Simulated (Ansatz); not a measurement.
## Hf (fcc)

The computed numbers are results of PBE with spin–orbit coupling (two-component spinors) in the plane-wave PAW code Ansatz at 420 eV, Γ-centred 16×16×16 mesh, 0.05 eV Gaussian smearing; PAW files: Ansatz's generated set soft_2.

```yaml
crystal:
  lattice:
    - [0.00000, 2.24047, 2.24047]
    - [2.24047, 0.00000, 2.24047]
    - [2.24047, 2.24047, 0.00000]
  atoms:
    - { symbol: Hf, position: [0.00000, 0.00000, 0.00000] }
```

At room temperature and ambient pressure Hf is hcp.

Path: Γ–X–U | K–Γ–L–W–X, with Γ = (0.000, 0.000, 0.000), X = (0.500, 0.000, 0.500), U = (0.625, 0.250, 0.625), K = (0.375, 0.375, 0.750), L = (0.500, 0.500, 0.500), W = (0.500, 0.250, 0.750) in reciprocal vectors of the calculation's cell.

Question: Is it a metal or an insulator, and if it has a gap, where are the band edges on this path?

Answer: A metal: bands cross the Fermi level.

Bands as a text map, energy in eV from the Fermi level (dashes), each leg drawn with the same width:
```
  5.57 |      * *     **      *                *      ***         *   
  5.14 |     *          *          *          *                       
  4.71 |   **  *         **    *             *                   *    
  4.29 |***                *    *   ****** **                   *     
  3.86 | *    *             **       *   ***                   *      
  3.43 |  *  *                *  *  *                         *       
  3.00 |   * *                 *  **                    *    *        
  2.57 |    *     *             ****                  ** ****        *
  2.14 |   **    * ****             *      **        *             ** 
  1.71 |****    *      **           ************    *            **   
  1.29 |**   * *         **        *  ****   *******            *     
  0.86 |  *   *            ***    *  *   **     *****          *      
  0.43 |   *                  *  *  *      *    ***  **      **       
  0.00 |----*------------------*--**--------****---**--**---*---------
 -0.43 |                        **                   *   ***          
 -0.86 |     *                 *                      *  *  **        
 -1.29 |      *             ***                        **     **      
 -1.71 |       **      *****  **                       * ****   **    
 -2.14 |         ******    ***                        *      **   ****
 -2.57 |                 **     *                    *         **     
 -3.00 |         ********                           *            *****
 -3.43 |       **                *               ***                  
 -3.86 |      *                                **                     
 -4.29 |                          *           *                       
 -4.71 |     *                               *                        
 -5.14 |                           *        *                         
 -5.57 |    *                                                         
 -6.00 |   *                        *      *                          
        Γ         X         UK         Γ         L         W         X
```
